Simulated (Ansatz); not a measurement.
# PbS (Cmcm) in Ansatz: further runs

One crystal, PbS, is run at these levels: PBE; tasks: single point.

Program: Ansatz 0.2.0. These are calculated values, not measurements. Logs are shortened: lines on timing, memory, paths and dates and some standing lists are left out, and cuts for length are marked.

## Step 1: The structure

Symmetry: Cmcm, No. 63, orthorhombic system. The conventional cell has a = 4.160 Å, b = 11.983 Å, c = 4.279 Å, α = 90.00°, β = 90.00°, γ = 90.00°. Pb (site symmetry m2m) is surrounded by 5 S at 2.69 to 2.99 Å. S (site symmetry m2m) has 5 Pb at 2.69 to 2.99 Å as nearest neighbours.

Measurements of this composition are mostly on another form, of space group No. 225.

## Step 2: Single point, PBE, 25.06 Å³/atom (volume scaled by 0.94)

File input.yaml:

```yaml
crystal:
  lattice:
    - [2.0374927668, -5.8689911821, 0.0]
    - [2.0374927668, 5.8689911821, 0.0]
    - [0.0, 0.0, 4.1919633476]
  atoms:
    - { symbol: Pb, position: [0.13056335, 0.86943665, 0.25] }
    - { symbol: Pb, position: [0.86943665, 0.13056335, 0.75] }
    - { symbol: S, position: [0.35479709, 0.64520291, 0.25] }
    - { symbol: S, position: [0.64520291, 0.35479709, 0.75] }
kpoints:
  mp_grid: { grid: [7, 7, 6] }
scf:
  occupations: { method: fermi_dirac, width: 0.05 }
hamiltonian:
  xc: pbe
  pseudopotentials: { kind: all_electron, lapw: { basis_error: 0.001 } }
output:
  forces: true
  stress: true
  eigenvalues: true
```

Potentials or basis: all-electron LAPW, scalar-relativistic.

Run with:

```
$ ansatz run input.yaml --threads 2 --pin off --max-ram 6144MiB --backend cpu --events-out ev --progress --plain --runs-dir out
```

The log of the run:

```text
Warning: RAYON_NUM_THREADS=2 ignored (pool sized by the plan → 2); use --threads N
LAPW: plane waves up to 7.750 Å⁻¹, error target 1.0e-3 eV per atom; small_component_spin mean_spin; S in spheres of 1.136 Å, 14 of its electrons in bands, Dirac shells []; Pb in spheres of 1.496 Å, 36 of its electrons in bands, Dirac shells [] (how accurate: hamiltonian.pseudopotentials.lapw.basis_error, Limitations)
Engine: ansatz 0.2.0, x86_64-unknown-linux-gnu
Pseudopotentials: kind: all_electron
Pseudopotential: Pb, LAPW, valence charge 36, lapw/all_electron/scalar/gaussian/Pb, Koelling and Harmon's equation, gaussian nucleus
Pseudopotential: S, LAPW, valence charge 14, lapw/all_electron/scalar/gaussian/S, Koelling and Harmon's equation, gaussian nucleus
Functional definition: PBE
  parameter kappa = 0.804
  parameter beta = 0.06672455060314922
  exchange = pbe_x(kappa = kappa, mu = beta*pi^2/3)
  correlation = pbe_c(beta = beta)
Crystal: 4 atoms, lattice volume = 100.255 Å³
Basis set: ecut = 228.82872705887837 eV, 805 PW (Γ), FFT grids on a1+a2, a2, a3, exchange–correlation at level 2
Bands: 60, of which v1, the nominal top of the filled ones, is band 50 counted from 1 (49 counted from 0)
Symmetry: 8 space group operations
Space group: Cmcm (ITA 63), of the structure as read, at distance tolerance 4.6e-5 Å
k-points: 64 of 294
Non-local potential: Pb, projectors of the file, none
Non-local potential: S, projectors of the file, none
Initial density: superposition of atomic densities (chi_scale 0.1, normalization cell, long waves kept (reshape's long-wave potential 0.01 eV rms))
Initial wavefunctions: plane waves of lowest kinetic energy (no species holds an atomic orbital)
Functional: x = pbe(κ = 0.804, μ = 0.2195149727645171), c = pbe(β = 0.06672455060314922)
iter 1 solved again at ethr=2.94e-3 eV; its pass at ethr=1.00e-1 eV (dr2=2.94e0 eV) is discarded
SCF iter   1: F=—  HF=-1157861.374449 eV  |F-HF|=—  |Δ(HF+E_count)|=         —  Δρ=3.60e-2  dr2=2.94e0  ethr=2.94e-3  ⟨swp⟩=2.0  Hψ=23843  notcnv=0
preconditioner: auto → Resta (q_TF=auto, 2.727 Å⁻¹)  ε∞=3.1  [insulator: Δε(μ)=1.757 eV  Ē_g=16.354 eV  σ=0.050 eV  W_gap=1.00  n_scr=38 (ndim 8)  ℏωp=23.5 eV  f_vac=0.043  D(μ)=0.00/eV (n_scr^D=0)  ε∞_Penn≈3.1]
iter 2 solved again at ethr=2.76e-4 eV; its pass at ethr=2.94e-3 eV (dr2=2.76e-1 eV) is discarded
SCF iter   2: F=—  HF=-1157860.478778 eV  |F-HF|=—  |Δ(HF+E_count)|=   8.96e-1  Δρ=1.21e-2  dr2=2.75e-1  ethr=2.76e-4  ⟨swp⟩=2.0  Hψ=19853  notcnv=0
SCF iter   3: F=—  HF=-1157860.451022 eV  |F-HF|=—  |Δ(HF+E_count)|=         —  Δρ=6.17e-3  dr2=6.53e-2  ethr=2.75e-4  ⟨swp⟩=2.0  Hψ=10706  notcnv=0
the basis was enlarged: its passes take 218.3 KiB over the memory plan, 2 of 2 planned eigensolver slots
SCF iter   4: F=—  HF=-1157860.459700 eV  |F-HF|=—  |Δ(HF+E_count)|=   8.68e-3  Δρ=1.16e-3  dr2=1.62e-3  ethr=6.53e-5  ⟨swp⟩=2.0  Hψ=11652  notcnv=0  defer=2
SCF iter   5: F=—  HF=-1157860.456559 eV  |F-HF|=—  |Δ(HF+E_count)|=   3.14e-3  Δρ=4.59e-4  dr2=1.81e-4  ethr=1.62e-6  ⟨swp⟩=2.1  Hψ=11022  notcnv=0
SCF iter   6: F=—  HF=-1157860.456779 eV  |F-HF|=—  |Δ(HF+E_count)|=   2.20e-4  Δρ=1.43e-4  dr2=1.94e-5  ethr=1.81e-7  ⟨swp⟩=3.0  Hψ=11564  notcnv=0
SCF iter   7: F=—  HF=-1157860.456814 eV  |F-HF|=—  |Δ(HF+E_count)|=   3.55e-5  Δρ=5.35e-5  dr2=5.14e-6  ethr=1.94e-8  ⟨swp⟩=3.0  Hψ=11649  notcnv=0
SCF iter   8: F=—  HF=-1157860.456816 eV  |F-HF|=—  |Δ(HF+E_count)|=   2.10e-6  Δρ=1.52e-5  dr2=3.24e-7  ethr=5.14e-9  ⟨swp⟩=3.0  Hψ=11597  notcnv=0
SCF iter   9: F=-1157860.456817 eV  HF=-1157860.456817 eV  |F-HF|=3.19e-8  |Δ(HF+E_count)|=   4.99e-7  Δρ=4.65e-6  dr2=2.88e-8  ethr=3.24e-10  ⟨swp⟩=3.0  Hψ=11645  notcnv=0
SCF 1 converged in 9 iterations: F = -1157860.456817 eV  dr2 = 2.88e-8
SCF converged after 9 iterations
Free energy (F): -1157860.456817 eV
Harris-Foulkes:  -1157860.456817 eV  (|F-HF|=3.19e-8)
Internal energy: -1157860.456817 eV  (E = F + TS)
E sigma→0 (E₀):  -1157860.456817 eV
Entropy (-TS):   -0.000000 eV (-0.000 meV/atom)
Fermi energy:    12.138046 eV
--- Per-component energies (eV) ---
  E_band       = -6992.968861
  E_kinetic    = 1331772.132765
  E_xc         = -22558.264233
  E_electrostatic = -2467074.325349  (all electrons and nuclei)
  E_smearing   = -0.000000  (= −TS)
  E_closure    = 0.000000  (closes the sum)
  E_atoms      = -1157843.251586  (free atoms, spherical and without spin; not in F)
  Σ components = -1157860.456817   (vs F -1157860.456817, Δ=0.00e0)
  Basis errors (estimates in eV, not in F): energy 4.9e-4 per atom: plane waves 4.4e-4 (2.5e-4 summed), levels above the bands 7.8e-75, relativity 1.0e-7, radial functions 4.9e-5, core shells 1.8e-7; eigenvalues (radial functions only) 1.9e-6; not estimated: angular momenta, meshes, grids; target (lapw.basis_error) 1.0e-3; muffin-tin radii S 1.136 Å, Pb 1.496 Å
--- Forces (eV/Å), atoms counted from 1 ---
  atom   1  Pb     0.00000000     0.48749637     0.00000000
  atom   2  Pb     0.00000000    -0.48749637     0.00000000
  atom   3  S      0.00000000    -0.36025743     0.00000000
  atom   4  S      0.00000000     0.36025743     0.00000000
  max |Σ_I F_I| component: 0.00e0 eV/Å
--- Stress (GPa, compression-positive) ---
        4.921873       0.000000       0.000000
        0.000000       5.188872       0.000000
        0.000000       0.000000       4.817974
  P = ⅓ Tr σ = 4.9762 GPa (49.762 kbar)
--- Band table (eV; the first three rows and the last of 64) ---
  k-point 0: bands = ["-193.1520", "-193.1520", "-137.9282", "-137.9282", "-137.9265", "-137.9265", "-137.9231", "-137.9231", "-127.3608", "-127.3608", "-116.3910", "-116.3910", "-116.3909", "-116.3909", "-116.3817", "-116.3817", "-116.3785", "-116.3785", "-116.3709", "-116.3709", "-116.3699", "-116.3699", "-116.3667", "-116.3667", "-69.2184", "-69.2184", "-69.2152", "-69.2150", "-69.1917", "-69.1912", "-4.9383", "-4.7907", "-4.7781", "-4.7741", "-4.7358", "-4.7257", "-4.7148", "-4.7101", "-4.6901", "-4.6368", "-1.8989", "0.1726", "4.7218", "5.8488", "6.9627", "8.2968", "8.8946", "9.6762", "9.8660", "10.9862", "16.1250", "16.3883", "16.5916", "17.4018", "17.6037", "17.6407", "17.9181", "18.5282", "18.8883", "21.0406"]
  k-point 1: bands = ["-193.1520", "-193.1520", "-137.9282", "-137.9282", "-137.9265", "-137.9265", "-137.9231", "-137.9231", "-127.3608", "-127.3608", "-116.3910", "-116.3910", "-116.3909", "-116.3909", "-116.3817", "-116.3817", "-116.3785", "-116.3785", "-116.3709", "-116.3709", "-116.3699", "-116.3699", "-116.3667", "-116.3667", "-69.2184", "-69.2184", "-69.2152", "-69.2151", "-69.1916", "-69.1912", "-4.9158", "-4.7925", "-4.7810", "-4.7578", "-4.7396", "-4.7368", "-4.7282", "-4.6948", "-4.6840", "-4.6504", "-1.7264", "0.1605", "4.2280", "5.3902", "7.1268", "8.7947", "9.1137", "9.8606", "10.3027", "10.8172", "15.6495", "15.8100", "16.0276", "16.6148", "16.8954", "16.9384", "17.7363", "19.3777", "19.8865", "21.2177"]
  k-point 2: bands = ["-193.1520", "-193.1520", "-137.9282", "-137.9282", "-137.9265", "-137.9265", "-137.9231", "-137.9231", "-127.3608", "-127.3608", "-116.3910", "-116.3910", "-116.3909", "-116.3909", "-116.3817", "-116.3817", "-116.3785", "-116.3785", "-116.3709", "-116.3709", "-116.3699", "-116.3699", "-116.3667", "-116.3667", "-69.2184", "-69.2184", "-69.2152", "-69.2151", "-69.1915", "-69.1913", "-4.8667", "-4.8020", "-4.7680", "-4.7613", "-4.7604", "-4.7321", "-4.7190", "-4.6840", "-4.6821", "-4.6784", "-1.2383", "-0.0213", "3.6116", "4.4593", "7.6916", "9.2113", "9.6889", "10.2521", "10.7742", "11.1474", "14.1588", "14.3254", "14.6039", "15.3425", "16.6829", "16.8424", "19.1276", "20.5392", "21.0762", "21.7547"]
  k-point 63: bands = ["-193.1520", "-193.1520", "-137.9282", "-137.9282", "-137.9265", "-137.9265", "-137.9231", "-137.9231", "-127.3608", "-127.3608", "-116.3910", "-116.3910", "-116.3909", "-116.3909", "-116.3817", "-116.3817", "-116.3785", "-116.3785", "-116.3709", "-116.3709", "-116.3699", "-116.3699", "-116.3667", "-116.3667", "-69.2184", "-69.2184", "-69.2152", "-69.2152", "-69.1914", "-69.1914", "-4.8379", "-4.8379", "-4.7554", "-4.7554", "-4.7321", "-4.7321", "-4.6936", "-4.6936", "-4.6930", "-4.6930", "-0.5007", "-0.5007", "3.2540", "3.2540", "10.0504", "10.0504", "10.1648", "10.1648", "11.0882", "11.0882", "13.4522", "13.4522", "14.7668", "14.7668", "15.0732", "15.0732", "20.2208", "20.2208", "20.7082", "20.7082"]
```

Wall time 72 s (2 threads of Intel Xeon at 2.50GHz (Skylake/Cascade Lake), shared host); peak memory 0.68 GiB.

What came out:

- Free energy: -1157860.4568 eV
- Pressure: 5.0 GPa
- Largest force: 0.487 eV/Å
- Band gap on the k mesh: 1.11 eV, indirect (least direct gap 1.40 eV)

Caveat: spin-orbit coupling is left out, which as a rule narrows the gap of such compounds by several tenths of an eV; an odd mesh through Γ misses points on the zone boundary, where band edges often lie.

## Step 3: Single point, PBE, 25.60 Å³/atom (volume scaled by 0.96)

input.yaml, as its differences from that of step 2:

```diff
@@ -2,5 +2,5 @@
   lattice:
-    - [2.0374927668, -5.8689911821, 0.0]
-    - [2.0374927668, 5.8689911821, 0.0]
-    - [0.0, 0.0, 4.1919633476]
+    - [2.0518417802, -5.9103234677, 0.0]
+    - [2.0518417802, 5.9103234677, 0.0]
+    - [0.0, 0.0, 4.2214851889]
   atoms:
```

Potentials or basis: all-electron LAPW, scalar-relativistic.

Run with:

```
$ ansatz run input.yaml --threads 2 --pin off --max-ram 6144MiB --backend cpu --events-out ev --progress --plain --runs-dir out
```

Run time: 73 s. Hardware: 2 threads of Intel Xeon at 2.50GHz (Skylake/Cascade Lake), shared host; peak memory 0.68 GiB.

It converged, with:

```
Free energy            : -1157860.5133 eV
Pressure               : 3.5 GPa
Largest force          : 0.340 eV/Å
Band gap on the k mesh : 1.16 eV, indirect (least direct gap 1.43 eV)
```

Caveat: spin-orbit coupling is left out, which as a rule narrows the gap of such compounds by several tenths of an eV; an odd mesh through Γ misses points on the zone boundary, where band edges often lie.

## Step 4: Single point, PBE, 26.13 Å³/atom (volume scaled by 0.98)

input.yaml, as its differences from that of step 3:

```diff
@@ -2,5 +2,5 @@
   lattice:
-    - [2.0518417802, -5.9103234677, 0.0]
-    - [2.0518417802, 5.9103234677, 0.0]
-    - [0.0, 0.0, 4.2214851889]
+    - [2.0659928603, -5.9510856073, 0.0]
+    - [2.0659928603, 5.9510856073, 0.0]
+    - [0.0, 0.0, 4.2505997999]
   atoms:
```

Run with:

```
$ ansatz run input.yaml --threads 2 --pin off --max-ram 6144MiB --backend cpu --events-out ev --progress --plain --runs-dir out
```

Wall time 71 s (2 threads of Intel Xeon at 2.50GHz (Skylake/Cascade Lake), shared host); peak memory 0.68 GiB.

The run converged. Its results:

| Property | Result |
| --- | --- |
| Free energy | -1157860.5516 eV |
| Pressure | 2.2 GPa |
| Largest force | 0.203 eV/Å |
| Band gap on the k mesh | 1.21 eV, indirect (least direct gap 1.44 eV) |

Caveat: spin-orbit coupling is left out, which as a rule narrows the gap of such compounds by several tenths of an eV; an odd mesh through Γ misses points on the zone boundary, where band edges often lie.

## Step 5: Single point, PBE, 26.66 Å³/atom

input.yaml, as its differences from that of step 4:

```diff
@@ -2,5 +2,5 @@
   lattice:
-    - [2.0659928603, -5.9510856073, 0.0]
-    - [2.0659928603, 5.9510856073, 0.0]
-    - [0.0, 0.0, 4.2505997999]
+    - [2.079952695, -5.991296865, 0.0]
+    - [2.079952695, 5.991296865, 0.0]
+    - [0.0, 0.0, 4.27932094]
   atoms:
```

Run with:

```
$ ansatz run input.yaml --threads 2 --pin off --max-ram 6144MiB --backend cpu --events-out ev --progress --plain --runs-dir out
```

It took 69 s on 2 threads of Intel Xeon at 2.50GHz (Skylake/Cascade Lake), shared host; peak memory 0.67 GiB.

The run converged. Its results:

| Quantity | Value |
| --- | --- |
| Free energy | -1157860.5735 eV |
| Pressure | 1.1 GPa |
| Largest force | 0.101 eV/Å |
| Band gap on the k mesh | 1.25 eV, indirect (least direct gap 1.43 eV) |

Caveat: spin-orbit coupling is left out, which as a rule narrows the gap of such compounds by several tenths of an eV; an odd mesh through Γ misses points on the zone boundary, where band edges often lie.

## Step 6: Single point, PBE, 27.20 Å³/atom (volume scaled by 1.02)

input.yaml, as its differences from that of step 5:

```diff
@@ -2,5 +2,5 @@
   lattice:
-    - [2.079952695, -5.991296865, 0.0]
-    - [2.079952695, 5.991296865, 0.0]
-    - [0.0, 0.0, 4.27932094]
+    - [2.0937276176, -6.030975484, 0.0]
+    - [2.0937276176, 6.030975484, 0.0]
+    - [0.0, 0.0, 4.3076616397]
   atoms:
```

Potentials or basis: all-electron LAPW, scalar-relativistic.

Run with:

```
$ ansatz run input.yaml --threads 2 --pin off --max-ram 6144MiB --backend cpu --events-out ev --progress --plain --runs-dir out
```

Wall time 69 s (2 threads of Intel Xeon at 2.50GHz (Skylake/Cascade Lake), shared host); peak memory 0.66 GiB.

The run converged. Its results:

| Quantity | Value |
| --- | --- |
| Free energy | -1157860.5807 eV |
| Pressure | 0.0 GPa |
| Largest force | 0.044 eV/Å |
| Band gap on the k mesh | 1.29 eV, indirect (least direct gap 1.43 eV) |

Caveat: spin-orbit coupling is left out, which as a rule narrows the gap of such compounds by several tenths of an eV; an odd mesh through Γ misses points on the zone boundary, where band edges often lie.

## Step 7: Single point, PBE, 27.73 Å³/atom (volume scaled by 1.04)

input.yaml, as its differences from that of step 6:

```diff
@@ -2,5 +2,5 @@
   lattice:
-    - [2.0937276176, -6.030975484, 0.0]
-    - [2.0937276176, 6.030975484, 0.0]
-    - [0.0, 0.0, 4.3076616397]
+    - [2.1073236324, -6.0701387599, 0.0]
+    - [2.1073236324, 6.0701387599, 0.0]
+    - [0.0, 0.0, 4.3356342523]
   atoms:
```

Run with:

```
$ ansatz run input.yaml --threads 2 --pin off --max-ram 6144MiB --backend cpu --events-out ev --progress --plain --runs-dir out
```

Wall time 71 s (2 threads of Intel Xeon at 2.50GHz (Skylake/Cascade Lake), shared host); peak memory 0.66 GiB.

It converged, with:

```yaml
Free_energy: -1157860.5747 eV
Pressure: -0.9 GPa
Largest_force: 0.156 eV/Å
Band_gap_on_the_k_mesh: 1.32 eV, indirect (least direct gap 1.42 eV)
```

Caveat: spin-orbit coupling is left out, which as a rule narrows the gap of such compounds by several tenths of an eV; an odd mesh through Γ misses points on the zone boundary, where band edges often lie.

## Step 8: Single point, PBE, 28.26 Å³/atom (volume scaled by 1.06)

input.yaml, as its differences from that of step 7:

```diff
@@ -2,5 +2,5 @@
   lattice:
-    - [2.1073236324, -6.0701387599, 0.0]
-    - [2.1073236324, 6.0701387599, 0.0]
-    - [0.0, 0.0, 4.3356342523]
+    - [2.1207464379, -6.1088031065, 0.0]
+    - [2.1207464379, 6.1088031065, 0.0]
+    - [0.0, 0.0, 4.3632505017]
   atoms:
```

Run with:

```
$ ansatz run input.yaml --threads 2 --pin off --max-ram 6144MiB --backend cpu --events-out ev --progress --plain --runs-dir out
```

Wall time 70 s (2 threads of Intel Xeon at 2.50GHz (Skylake/Cascade Lake), shared host); peak memory 0.66 GiB.

It converged, with:

| Property | Result |
| --- | --- |
| Free energy | -1157860.5566 eV |
| Pressure | -1.8 GPa |
| Largest force | 0.259 eV/Å |
| Band gap on the k mesh | 1.34 eV, indirect (least direct gap 1.42 eV) |

Caveat: spin-orbit coupling is left out, which as a rule narrows the gap of such compounds by several tenths of an eV; an odd mesh through Γ misses points on the zone boundary, where band edges often lie.
